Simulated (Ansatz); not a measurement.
SnSe:

```
CELL_PARAMETERS angstrom
0.00000 3.01000 3.01000
3.01000 0.00000 3.01000
3.01000 3.01000 0.00000
ATOMIC_POSITIONS crystal
Sn 0.00000 0.00000 0.00000
Se 0.50000 0.50000 0.50000
```

Measurements of this composition are mostly on another form, of space group No. 62.

```yaml
Program: Ansatz 0.2.0
Task: relaxation of cell and atoms
Functional: revPBE
Dispersion: D3(BJ)
Potentials_or_basis: Ansatz PAW
Cutoff: "420 eV (not typed: the program's choice for these potentials)"
k_mesh: 8 × 8 × 8
Occupations: fermi-dirac, width 0.05 eV
Spin: no spin polarisation
```

At the start: volume 27.27 Å³/atom.

Task: How do energy, volume and symmetry change on relaxing?

Result: It ends after 5 steps and the volume is 26.22 Å³/atom (-3.8 %); space group Fm-3m (No. 225, to 0.05 Å).

The path:
| step | energy change (eV) | largest force (eV/Å) | volume (Å³) |
| --- | --- | --- | --- |
| 1 | 0.0000 | 0.0000 | 54.54 |
| 2 | -0.0114 | 0.0000 | 51.61 |
| 3 | -0.0136 | 0.0000 | 52.51 |
| 4 | -0.0136 | 0.0000 | 52.45 |
| 5 | -0.0133 | 0.0000 | 52.45 |

Final structure:
```yaml
crystal:
  lattice:
    - [0.00000, 2.97101, 2.97101]
    - [2.97101, 0.00000, 2.97101]
    - [2.97101, 2.97101, 0.00000]
  atoms:
    - { symbol: Sn, position: [0.00000, 0.00000, 0.00000] }
    - { symbol: Se, position: [0.50000, 0.50000, 0.50000] }
```

Caveat: the plane-wave basis is chosen anew once the cell has moved, so the energies of steps on either side of that aren't comparable; the PAW data sets come from PBE, with cores solved anew for the run's functional, which leaves a small shift of forces and pressure.
